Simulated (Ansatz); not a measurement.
# CO2 (CO2-V): the cost of one run

Program: Ansatz 0.2.0. Level of theory: DFT PBE+D3(BJ), scalar-relativistic, plane waves, PAW. These are calculated values, not measurements.

## (1) The starting structure

It takes space group I-42d (No. 122, tetragonal). Conventional cell: a = 3.777 Å, b = 3.777 Å, c = 5.928 Å, α = 90.00°, β = 90.00°, γ = 90.00°. Around C (site symmetry -4) lie 4 O at 1.38 Å. O (site symmetry 2) is surrounded by 2 C at 1.38 Å.

Structure file:

```
C O
1.0
    -1.88858    1.88858    2.96395
     1.88858   -1.88858    2.96395
     1.88858    1.88858   -2.96395
C O
2 4
Direct
  0.00000 0.00000 0.00000
  0.75000 0.25000 0.50000
  0.37500 0.30728 0.43228
  0.69272 0.12500 0.06772
  0.87500 0.94272 0.56772
  0.05728 0.62500 0.93228
```

## (2) Zone-centre phonons at 15 GPa

It takes the final geometry of an earlier run.

input.yaml

```yaml
crystal:
  lattice:
    - [-1.8885809754, 1.8885809754, 2.9639521617]
    - [1.8885809754, -1.8885809754, 2.9639521617]
    - [1.8885809754, 1.8885809754, -2.9639521617]
  atoms:
    - { symbol: C, position: [0.0, 0.0, 0.0] }
    - { symbol: C, position: [0.75, 0.25, 0.5] }
    - { symbol: O, position: [0.375, 0.3072837837, 0.4322837837] }
    - { symbol: O, position: [0.6927162163, 0.125, 1.0677162163] }
    - { symbol: O, position: [0.875, 0.9427162163, 0.5677162163] }
    - { symbol: O, position: [0.0572837837, 0.625, -0.0677162163] }
scf:
  occupations: { method: fixed }
output: {}
hamiltonian:
  xc: pbe
  dispersion: d3bj
basis:
  ecutwfc: 600
kpoints:
  mp_grid: { grid: [8, 8, 8] }
phonons:
  method: dfpt
  dielectric: true
  eigenvectors: false
  rigid_motions: translations
```

Started as:

```sh
ansatz run input.yaml --threads 4 --pin off --max-ram 10240MiB --backend cpu --events-out ev --progress --plain --runs-dir out
```

What time and memory should one allow on 4 threads of Intel Xeon Platinum 8259CL at 2.50GHz (Skylake/Cascade Lake), shared host?

About 1.8 min, with a peak of 1.7 GiB.
